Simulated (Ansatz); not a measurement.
# AlAs: band masses and rigid-band transport (computed with Ansatz 0.2.0)

Space group F-43m (No. 216), 2 atoms in the cell of the first input below: a = 4.003 Å, b = 4.003 Å, c = 4.003 Å, α = 60.00°, β = 60.00°, γ = 60.00°.

The structure is a measured one, not always of the ambient phase, taken without relaxation (pressure 2.6 GPa with this functional, without spin–orbit coupling). Functional: PBE.

Spin–orbit coupling is left out. Kohn–Sham gap between the band edges found on a fine mesh: 1.45 eV.

Levels at points 0.012 Å⁻¹ about the band edges give the masses:

```yaml
crystal:
  lattice:
    - [0.0, 2.83040004, 2.83040004]
    - [2.83040004, 0.0, 2.83040004]
    - [2.83040004, 2.83040004, 0.0]
  atoms:
    - { symbol: Al, position: [0.0, 0.0, 0.0] }
    - { symbol: As, position: [0.75, 0.75, 0.75] }
basis:
  ecutwfc: 420
  ecutrho_ratio: 4
kpoints:
  mp_grid: { grid: [10, 10, 10] }
hamiltonian:
  xc: pbe
scf:
  occupations: { method: gaussian, width: 0.05 }
output:
  forces: true
  stress: true
  eigenvalues: true
  eigenstates:
    kpoints:
      - [0.0, 0.0, 0.0]
      - [0.0, 0.005405666, 0.005405666]
      - [0.0, -0.005405666, -0.005405666]
      - [0.005405666, 0.0, 0.005405666]
      - [-0.005405666, 0.0, -0.005405666]
      - [0.005405666, 0.005405666, 0.0]
      - [-0.005405666, -0.005405666, 0.0]
      - [0.003822383, 0.003822383, 0.007644766]
      - [-0.003822383, -0.003822383, -0.007644766]
      - [0.003822383, 0.007644766, 0.003822383]
      - [-0.003822383, -0.007644766, -0.003822383]
      - [0.007644766, 0.003822383, 0.003822383]
      - [-0.007644766, -0.003822383, -0.003822383]
      - [0.006241925, 0.006241925, 0.006241925]
      - [-0.006241925, -0.006241925, -0.006241925]
      - [0.0, -0.5, -0.5]
      - [0.0, -0.494594334, -0.494594334]
      - [0.0, -0.505405666, -0.505405666]
      - [0.005405666, -0.5, -0.494594334]
      - [-0.005405666, -0.5, -0.505405666]
      - [0.005405666, -0.494594334, -0.5]
      - [-0.005405666, -0.505405666, -0.5]
      - [0.003822383, -0.496177617, -0.492355234]
      - [-0.003822383, -0.503822383, -0.507644766]
      - [0.003822383, -0.492355234, -0.496177617]
      - [-0.003822383, -0.507644766, -0.503822383]
      - [0.007644766, -0.496177617, -0.496177617]
      - [-0.007644766, -0.503822383, -0.503822383]
      - [0.006241925, -0.493758075, -0.493758075]
      - [-0.006241925, -0.506241925, -0.506241925]
    de_dk: true
    e_range: [-1.322666688894, 1.322666688893]
```

```bash
ansatz run input.yaml --threads 4 --pin off --max-ram 9216MiB --backend cpu --events-out ev --progress --plain --runs-dir out
```

Time: 3.4 s on 4 threads of Intel(R) Xeon(R) Processor @ 2.50GHz (Skylake/Cascade Lake), on a shared host, peak memory 0.37 GiB.

Edges at k = (0.000, 0.000, 0.000) and (0.000, -0.500, -0.500); masses in electron masses along fixed Cartesian directions (which need not be the axes of a valley), negative for hole-like bands, for at most the three nearest levels of the same spin at these k-points, within 0.3 eV:

```csv
edge,band,from the edge (meV),degeneracy,x,y,z,111
valence,1,0,3,-0.481,-0.481,-0.481,-1.217
valence,2,0,3,-0.481,-0.481,-0.481,-1.217
valence,3,0,3,-0.120,-0.120,-0.120,-0.092
conduction,1,0,1,0.852,0.238,0.238,0.314
```

These curvatures agree with the slopes at the same points. They hold at the edge alone, and further out the bands need not be parabolic. Degenerate bands can be warped: each is named by its order in energy along a direction and has no mass tensor of its own.

The states of the whole zone with their velocity products:

```yaml
crystal:
  lattice:
    - [0.0, 2.83040004, 2.83040004]
    - [2.83040004, 0.0, 2.83040004]
    - [2.83040004, 2.83040004, 0.0]
  atoms:
    - { symbol: Al, position: [0.0, 0.0, 0.0] }
    - { symbol: As, position: [0.75, 0.75, 0.75] }
basis:
  ecutwfc: 420
  ecutrho_ratio: 4
kpoints:
  mp_grid: { grid: [10, 10, 10] }
hamiltonian:
  xc: pbe
scf:
  occupations: { method: gaussian, width: 0.05 }
output:
  forces: true
  stress: true
  eigenvalues: true
  states_by_energy: { minimum_broadening: 0.025 }
```

```bash
ansatz run input.yaml --threads 4 --pin off --max-ram 9216MiB --backend cpu --events-out ev --progress --plain --runs-dir out
```

Time: 100 s on 4 threads of Intel(R) Xeon(R) Processor @ 2.50GHz (Skylake/Cascade Lake), with other jobs on the host, peak memory 0.82 GiB.

From that table, at a constant relaxation time τ with Fermi–Dirac weights and rigid bands:

```json
{"T (K)": "300", "doping (cm⁻³)": "n 1e19", "μ − E_F (eV)": "0.714", "σ_xx/τ (10²⁰/Ω m s)": "0.00841", "S_xx (μV/K)": "-265", "Lorenz (10⁻⁸ V²/K²)": "1.88", "ħω_p,xx (eV)": "0.203"}
{"T (K)": "300", "doping (cm⁻³)": "p 1e19", "μ − E_F (eV)": "-0.672", "σ_xx/τ (10²⁰/Ω m s)": "0.00544", "S_xx (μV/K)": "383", "Lorenz (10⁻⁸ V²/K²)": "1.79", "ħω_p,xx (eV)": "0.163"}
{"T (K)": "300", "doping (cm⁻³)": "n 1e20", "μ − E_F (eV)": "0.815", "σ_xx/τ (10²⁰/Ω m s)": "0.0802", "S_xx (μV/K)": "-101", "Lorenz (10⁻⁸ V²/K²)": "2.14", "ħω_p,xx (eV)": "0.626"}
{"T (K)": "300", "doping (cm⁻³)": "p 1e20", "μ − E_F (eV)": "-0.743", "σ_xx/τ (10²⁰/Ω m s)": "0.0538", "S_xx (μV/K)": "193", "Lorenz (10⁻⁸ V²/K²)": "1.89", "ħω_p,xx (eV)": "0.513"}
{"T (K)": "300", "doping (cm⁻³)": "n 1e21", "μ − E_F (eV)": "1.122", "σ_xx/τ (10²⁰/Ω m s)": "0.651", "S_xx (μV/K)": "-29", "Lorenz (10⁻⁸ V²/K²)": "2.43", "ħω_p,xx (eV)": "1.785"}
{"T (K)": "300", "doping (cm⁻³)": "p 1e21", "μ − E_F (eV)": "-0.900", "σ_xx/τ (10²⁰/Ω m s)": "0.498", "S_xx (μV/K)": "55", "Lorenz (10⁻⁸ V²/K²)": "2.29", "ħω_p,xx (eV)": "1.562"}
{"T (K)": "600", "doping (cm⁻³)": "n 1e19", "μ − E_F (eV)": "0.642", "σ_xx/τ (10²⁰/Ω m s)": "0.00795", "S_xx (μV/K)": "-355", "Lorenz (10⁻⁸ V²/K²)": "1.87", "ħω_p,xx (eV)": "0.197"}
{"T (K)": "600", "doping (cm⁻³)": "p 1e19", "μ − E_F (eV)": "-0.567", "σ_xx/τ (10²⁰/Ω m s)": "0.00521", "S_xx (μV/K)": "469", "Lorenz (10⁻⁸ V²/K²)": "1.77", "ħω_p,xx (eV)": "0.160"}
{"T (K)": "600", "doping (cm⁻³)": "n 1e20", "μ − E_F (eV)": "0.790", "σ_xx/τ (10²⁰/Ω m s)": "0.0769", "S_xx (μV/K)": "-172", "Lorenz (10⁻⁸ V²/K²)": "2.00", "ħω_p,xx (eV)": "0.614"}
{"T (K)": "600", "doping (cm⁻³)": "p 1e20", "μ − E_F (eV)": "-0.694", "σ_xx/τ (10²⁰/Ω m s)": "0.0518", "S_xx (μV/K)": "273", "Lorenz (10⁻⁸ V²/K²)": "1.81", "ħω_p,xx (eV)": "0.503"}
{"T (K)": "600", "doping (cm⁻³)": "n 1e21", "μ − E_F (eV)": "1.114", "σ_xx/τ (10²⁰/Ω m s)": "0.648", "S_xx (μV/K)": "-58", "Lorenz (10⁻⁸ V²/K²)": "2.40", "ħω_p,xx (eV)": "1.781"}
{"T (K)": "600", "doping (cm⁻³)": "p 1e21", "μ − E_F (eV)": "-0.889", "σ_xx/τ (10²⁰/Ω m s)": "0.489", "S_xx (μV/K)": "104", "Lorenz (10⁻⁸ V²/K²)": "2.10", "ħω_p,xx (eV)": "1.548"}
{"T (K)": "900", "doping (cm⁻³)": "n 1e19", "μ − E_F (eV)": "0.549", "σ_xx/τ (10²⁰/Ω m s)": "0.00756", "S_xx (μV/K)": "-413", "Lorenz (10⁻⁸ V²/K²)": "1.94", "ħω_p,xx (eV)": "0.192"}
{"T (K)": "900", "doping (cm⁻³)": "p 1e19", "μ − E_F (eV)": "-0.442", "σ_xx/τ (10²⁰/Ω m s)": "0.00502", "S_xx (μV/K)": "520", "Lorenz (10⁻⁸ V²/K²)": "1.79", "ħω_p,xx (eV)": "0.157"}
{"T (K)": "900", "doping (cm⁻³)": "n 1e20", "μ − E_F (eV)": "0.750", "σ_xx/τ (10²⁰/Ω m s)": "0.0738", "S_xx (μV/K)": "-223", "Lorenz (10⁻⁸ V²/K²)": "2.02", "ħω_p,xx (eV)": "0.601"}
{"T (K)": "900", "doping (cm⁻³)": "p 1e20", "μ − E_F (eV)": "-0.627", "σ_xx/τ (10²⁰/Ω m s)": "0.05", "S_xx (μV/K)": "324", "Lorenz (10⁻⁸ V²/K²)": "1.81", "ħω_p,xx (eV)": "0.495"}
{"T (K)": "900", "doping (cm⁻³)": "n 1e21", "μ − E_F (eV)": "1.100", "σ_xx/τ (10²⁰/Ω m s)": "0.645", "S_xx (μV/K)": "-88", "Lorenz (10⁻⁸ V²/K²)": "2.42", "ħω_p,xx (eV)": "1.777"}
{"T (K)": "900", "doping (cm⁻³)": "p 1e21", "μ − E_F (eV)": "-0.868", "σ_xx/τ (10²⁰/Ω m s)": "0.479", "S_xx (μV/K)": "143", "Lorenz (10⁻⁸ V²/K²)": "2.01", "ħω_p,xx (eV)": "1.530"}
```

Which of the dopings listed at 300 K has the largest power factor S²σ/τ along x?

n 1e19: 0.59, p 1e19: 0.8, n 1e20: 0.81, p 1e20: 2, n 1e21: 0.55, p 1e21: 1.5 (10¹¹ W/m K² s), so p 1e20 cm⁻³, if τ is the same for all.

Caveats: melting, decomposition and changes of phase at these temperatures weren't checked; no scattering is computed, and the gap isn't corrected; spin–orbit coupling, left out, splits the As p valence bands by some tenths of an eV, so hole masses, degeneracies and p rows are those of the unsplit bands.

AlAs comes out as an indirect-gap semiconductor, with its valence top at Γ and its conduction minimum at X. The electron valley is elongated, with a mass of 0.852 along its axis and 0.238 across it. Cubic symmetry supplies equivalent valleys along the other axes, so the total conductivity is isotropic and the light transverse mass dominates it.

At every listed doping and temperature, electrons give the larger σ/τ and holes the larger Seebeck magnitude. The threefold As p-like valence top, with two heavy branches along the cube axes, offers more states near the edge. The same hole density therefore fills the bands less deeply, which raises the thermopower but lowers the mean velocity. At 300 K the gain in S² outweighs the loss in conductivity at each doping. Spin–orbit splitting would remove one branch from the edge and so probably reduce this hole advantage, most clearly at low doping. Whether acceptors could supply the hole density of the best power factor isn't shown.
